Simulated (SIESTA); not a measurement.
PtS2:

```
Pt S
1.0
     3.54320    0.00000    0.00000
    -1.77160    3.06850    0.00000
     0.00000    0.00000    5.03880
Pt S
1 2
Cartesian
  0.0000 0.0000 0.0000
  1.7716 1.0228 3.8950
  0.0000 2.0457 1.1438
```

Base run:

```yaml
Program: SIESTA 5.4.2
Functional: PBE
Potentials_or_basis: PseudoDojo 0.4 standard (PBE files)
Basis: DZP (energy shift 0.002 Ry)
Grid_cutoff: 800 Ry
Energy_shift: 0.002 Ry
k_mesh: 9 × 9 × 5
Occupations: fermi-dirac, width 0.05 eV
Spin: no spin polarisation
```

Its results: band gap on the k mesh 0.94 eV, indirect (least direct gap 0.98 eV); pressure 14.9 GPa; largest force 1.974 eV/Å.

**Question.** The run is repeated on the same cell with these changes: functional from PBE to RPBE. What comes out?

**Answer.** Band gap on the k mesh 0.99 eV, indirect (least direct gap 1.03 eV); pressure 17.1 GPa; largest force 2.009 eV/Å.

RPBE binds less tightly than PBE, so the same cell stands under more pressure.

Caveats: semicore shells carry a single zeta, which can move pressures by several GPa and volumes by a few percent; spin-orbit coupling is left out, which moves the levels of the heavy elements; the basis of atomic orbitals isn't converged, which shifts pressures, moduli and gaps; an odd mesh through Γ misses points on the zone boundary, where band edges often lie (some runs); forces of over 1 eV/Å show positions far from the minimum, so gaps and moduli don't describe the material at rest (some runs); so large a pressure means that the cell lies far from this level's equilibrium, or that cutoff or potentials fall short (some runs); the potentials were made for another functional, which shifts forces and pressure (some runs).

Not every run made on this cell is shown here.
